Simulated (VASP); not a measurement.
**Sb2S3 (Stibnite): relaxation of cell and atoms with PBEsol**

The system is Sb2S3 (Stibnite).

```
CELL_PARAMETERS angstrom
11.28453 0.00000 0.00000
0.00000 3.82962 0.00000
0.00000 0.00000 10.91818
ATOMIC_POSITIONS crystal
Sb 0.47545 0.25000 0.32591
Sb 0.02455 0.75000 0.82591
Sb 0.97545 0.25000 0.17409
Sb 0.52455 0.75000 0.67409
Sb 0.34725 0.75000 0.03232
Sb 0.15275 0.25000 0.53232
Sb 0.84725 0.75000 0.46768
Sb 0.65275 0.25000 0.96768
S 0.29022 0.25000 0.19145
S 0.20978 0.75000 0.69145
S 0.79022 0.25000 0.30855
S 0.70978 0.75000 0.80855
S 0.54852 0.75000 0.12699
S 0.95148 0.25000 0.62699
S 0.04852 0.75000 0.37301
S 0.45148 0.25000 0.87301
S 0.37405 0.75000 0.44244
S 0.12595 0.25000 0.94244
S 0.87405 0.75000 0.05756
S 0.62595 0.25000 0.55756
```

| Item | Value |
| --- | --- |
| Program | VASP 6.6.1 |
| Task | relaxation of cell and atoms |
| Functional | PBEsol |
| Potentials or basis | VASP PAW PBE potentials, release 64 (Sb, S) |
| Cutoff | 600 eV |
| k mesh | 4 × 8 × 4 |
| Occupations | gaussian, width 0.03 eV |
| Spin | no spin polarisation |
| Further INCAR settings | ALGO = Normal; EDIFF = 1e-07; IBRION = 2; EDIFFG = -0.005; NSW = 90; ISIF = 3 |

```yaml
Relaxed_volume: 23.58 Å³/atom
Relaxed_cell: a = 11.285 Å, b = 3.828 Å, c = 10.916 Å, α = 90.00°, β = 90.00°, γ = 90.00°
Space_group_after_relaxing_to_0.05_Å: Pnma (No. 62)
Energy_gained_by_relaxing: 0.0 meV/atom
Ionic_steps: 4
Pressure_after_relaxing: 0.0 GPa
Largest_force_after_relaxing: 0.004 eV/Å
Band_gap_on_the_k_mesh: 1.18 eV, indirect (least direct gap 1.19 eV)
```

Forces on the atoms (eV/Å):
```
Sb   0.002  0.000 -0.002
Sb  -0.002  0.000 -0.002
Sb   0.002  0.000  0.002
Sb  -0.002  0.000  0.002
Sb  -0.001  0.000 -0.001
Sb   0.001  0.000 -0.001
Sb  -0.001  0.000  0.001
Sb   0.001  0.000  0.001
S   -0.001  0.000  0.003
S    0.001  0.000  0.003
S   -0.001  0.000 -0.003
S    0.001  0.000 -0.003
S   -0.001  0.000 -0.003
S    0.001  0.000 -0.003
S   -0.001  0.000  0.003
S    0.001  0.000  0.003
S    0.002  0.000  0.002
S   -0.002  0.000  0.002
S    0.002  0.000 -0.002
S   -0.002  0.000 -0.002
```

Final structure:
```
CELL_PARAMETERS angstrom
11.28518 0.00000 0.00000
0.00000 3.82837 0.00000
0.00000 0.00000 10.91620
ATOMIC_POSITIONS crystal
Sb 0.47548 0.25000 0.32595
Sb 0.02452 0.75000 0.82595
Sb 0.97548 0.25000 0.17405
Sb 0.52452 0.75000 0.67405
Sb 0.34723 0.75000 0.03229
Sb 0.15277 0.25000 0.53229
Sb 0.84723 0.75000 0.46771
Sb 0.65277 0.25000 0.96771
S 0.29017 0.25000 0.19146
S 0.20983 0.75000 0.69146
S 0.79017 0.25000 0.30854
S 0.70983 0.75000 0.80854
S 0.54855 0.75000 0.12694
S 0.95145 0.25000 0.62694
S 0.04855 0.75000 0.37306
S 0.45145 0.25000 0.87306
S 0.37409 0.75000 0.44243
S 0.12591 0.25000 0.94243
S 0.87409 0.75000 0.05757
S 0.62591 0.25000 0.55757
```

Levels at points of the mesh, in eV from the valence-band top:
| k point | band 53 | band 54 | band 55 | band 56 | band 57 | band 58 | band 59 | band 60 |
| --- | --- | --- | --- | --- | --- | --- | --- | --- |
| (0.00, 0.00, 0.00) | -0.28 | -0.22 | -0.17 | 0.00 | 1.23 | 1.47 | 1.51 | 1.82 |
| (0.50, 0.00, 0.00) | -0.18 | -0.18 | -0.04 | -0.04 | 1.44 | 1.44 | 1.71 | 1.71 |
| (0.00, 0.50, 0.00) | -0.69 | -0.69 | -0.12 | -0.12 | 1.90 | 1.90 | 2.16 | 2.16 |
| (0.50, 0.50, 0.00) | -0.41 | -0.41 | -0.41 | -0.41 | 2.13 | 2.13 | 2.13 | 2.13 |
| (0.00, 0.00, 0.50) | -0.19 | -0.19 | -0.13 | -0.13 | 1.20 | 1.20 | 2.02 | 2.02 |
| (0.50, 0.00, 0.50) | -0.37 | -0.37 | -0.32 | -0.32 | 1.27 | 1.27 | 2.02 | 2.02 |
| (0.00, 0.50, 0.50) | -0.83 | -0.83 | -0.52 | -0.52 | 1.71 | 1.71 | 1.89 | 1.89 |
| (0.50, 0.50, 0.50) | -0.86 | -0.86 | -0.86 | -0.86 | 1.93 | 1.93 | 1.93 | 1.93 |

It took 16 min on 4 MPI ranks on AMD EPYC 9R14 (Zen 4), on a shared host, peak memory 1.4 GiB a rank.

Caveat: the PAW data sets were made with another functional, which shifts forces and pressure a little; spin-orbit coupling is left out, which moves the levels of the heavy elements. A k mesh can miss the band edges.
